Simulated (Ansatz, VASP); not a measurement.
# One calculation of SrCl2, two programs

```
CELL_PARAMETERS angstrom
0.00000 3.50293 3.48550
3.48550 0.00000 3.48550
3.48550 3.50293 0.00000
ATOMIC_POSITIONS crystal
Sr 0.00000 0.00000 0.00000
Cl 0.25000 0.25000 0.25000
Cl 0.75000 0.75000 0.75000
```

Change from the starting cell: strain +0.0050 x Voigt [0, 1, 0, 0, 0, 0], atoms carried along.

Alike in both runs: task single point; functional r2SCAN; k mesh 6 × 6 × 6; occupations gaussian, width 0.05 eV; no spin polarisation.

```csv
,VASP,Ansatz
version,VASP 6.6.1,Ansatz 0.2.0
potentials or method,"VASP PAW PBE potentials, release 64 (Sr_sv, Cl)","scalar-relativistic, plane waves, PAW"
plane-wave cutoff (eV),520,500
valence electrons in the cell,24,24
```

|  | VASP | Ansatz | Ansatz less VASP |
| --- | --- | --- | --- |
| gap on the k mesh at the Fermi level (eV) | 5.95 | 5.95 | +0.001 |
| least direct gap on the mesh (eV) | 5.98 | 5.98 | 0.000 |
| pressure (GPa) | 0.2 | 0.2 | -0.04 |
| largest component of the traceless stress (GPa) | 0.18 | 0.18 | +0.001 |

With one functional, cell and mesh, what is left measures potentials, basis and numerics.

Caveats: the PAW data sets were made with another functional, which shifts forces and pressure a little (VASP). A k mesh can miss the band edges.
